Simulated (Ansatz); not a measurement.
A relaxation computed with Ansatz, from input to last step.

```yaml
crystal:
  lattice:
    - [4.086542907, 0.0, 0.0]
    - [-2.0432714535, 3.5390499711, 0.0]
    - [0.0, 0.0, 4.9538713773]
  atoms:
    - { symbol: Al, position: [0.0, 0.0, 0.0] }
    - { symbol: Al, position: [0.3333333333, 0.6666666667, 0.649015843] }
    - { symbol: Al, position: [0.6666666667, 0.3333333333, 0.350984157] }
    - { symbol: Ni, position: [0.3333333333, 0.6666666667, 0.145730844] }
    - { symbol: Ni, position: [0.6666666667, 0.3333333333, 0.854269156] }
basis:
  ecutwfc: 500
kpoints:
  mp_grid: { grid: [12, 12, 8] }
hamiltonian:
  xc: r2scan
scf:
  occupations: { method: gaussian, width: 0.1 }
output:
  forces: true
  stress: true
  eigenvalues: true
relax:
  adjacent_minimum: "off"
  f_tol: 0.01
  max_steps: 30
  cell: { stress_tol: 0.1, fix: [volume] }
```

```bash
ansatz run input.yaml --threads 1 --pin off --max-ram 2560MiB --backend cpu --events-out ev --progress --plain --runs-dir out
```

Theory: Ansatz 0.2.0, DFT r2SCAN, scalar-relativistic, plane waves, PAW.

The volume is held at 1.06 times that of the relaxed cell.

Of 4 frames 3 are shown, positions in Å and forces in eV/Å; the SCF threshold varies from step to step. Steps run on the plane waves of an earlier cell, with a Pulay correction in the pressure. The basis is chosen afresh for the last frame, the zero of the energies, and at times for earlier ones too; energy and pressure step there, also at an unchanged geometry. Spin polarisation was left out; whether the Ni atoms would carry moments isn't shown by this run.

```xyz
5
Lattice="4.0865 0.0000 0.0000 -2.0433 3.5391 0.0000 0.0000 0.0000 4.9539" Properties=species:S:1:pos:R:3:forces:R:3 pbc="T T T" step=1 free_energy_over_end_meV_per_atom=0.05 pressure_GPa=-7.51
Al    0.0000    0.0000    0.0000    0.0000    0.0000    0.0000
Al    0.0000    2.3594    3.2151    0.0000    0.0000    0.0433
Al    2.0433    1.1797    1.7387    0.0000    0.0000   -0.0433
Ni    0.0000    2.3594    0.7219    0.0000    0.0000   -0.0324
Ni    2.0433    1.1797    4.2319    0.0000    0.0000    0.0324
5
Lattice="4.0874 0.0000 0.0000 -2.0437 3.5398 0.0000 0.0000 0.0000 4.9518" Properties=species:S:1:pos:R:3:forces:R:3 pbc="T T T" step=2 free_energy_over_end_meV_per_atom=0.01 pressure_GPa=-7.49
Al    0.0000    0.0000    0.0000    0.0000    0.0000    0.0000
Al    0.0000    2.3599    3.2156    0.0000    0.0000    0.0184
Al    2.0437    1.1799    1.7361    0.0000    0.0000   -0.0184
Ni    0.0000    2.3599    0.7210    0.0000    0.0000   -0.0216
Ni    2.0437    1.1799    4.2307    0.0000    0.0000    0.0216
5
Lattice="4.0878 0.0000 0.0000 -2.0439 3.5401 0.0000 0.0000 0.0000 4.9508" Properties=species:S:1:pos:R:3:forces:R:3 pbc="T T T" step=4 free_energy_over_end_meV_per_atom=0.00 pressure_GPa=-7.47
Al    0.0000    0.0000    0.0000    0.0000    0.0000    0.0000
Al    0.0000    2.3601    3.2162    0.0000    0.0000   -0.0006
Al    2.0439    1.1800    1.7346    0.0000    0.0000    0.0006
Ni    0.0000    2.3601    0.7193    0.0000    0.0000   -0.0008
Ni    2.0439    1.1800    4.2315    0.0000    0.0000    0.0008
```

Time: 3.8 min on 1 thread of Intel(R) Xeon(R) Processor @ 2.50GHz (Skylake/Cascade Lake) (shared host), peak memory 0.72 GiB.